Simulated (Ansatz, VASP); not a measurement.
# AgBr in VASP and in Ansatz

```
Ag Br
1.0
     0.00000    2.89273    2.89273
     2.89273    0.00000    2.89273
     2.89273    2.89273    0.00000
Ag Br
1 1
Direct
  0.00000 0.00000 0.00000
  0.50000 0.50000 0.50000
```

Alike in both runs: task single point; functional PBE; k mesh 8 × 8 × 8; occupations fermi-dirac, width 0.02 eV; non-collinear spin, spin-orbit coupling.

```csv
,VASP,Ansatz
version,VASP 6.6.1,Ansatz 0.2.0
potentials or method,"VASP PAW PBE potentials, release 64 (Ag, Br)","plane waves, PAW"
plane-wave cutoff (eV),520,420
valence electrons in the cell,18,26
```

```tsv
	VASP	Ansatz	Ansatz less VASP
net moment per atom (μB)	0.00	0.00	0.000
```

The two sets of potentials don't hold the same shells in valence. Ansatz warned: «optics_gap_not_shown_off_mesh».
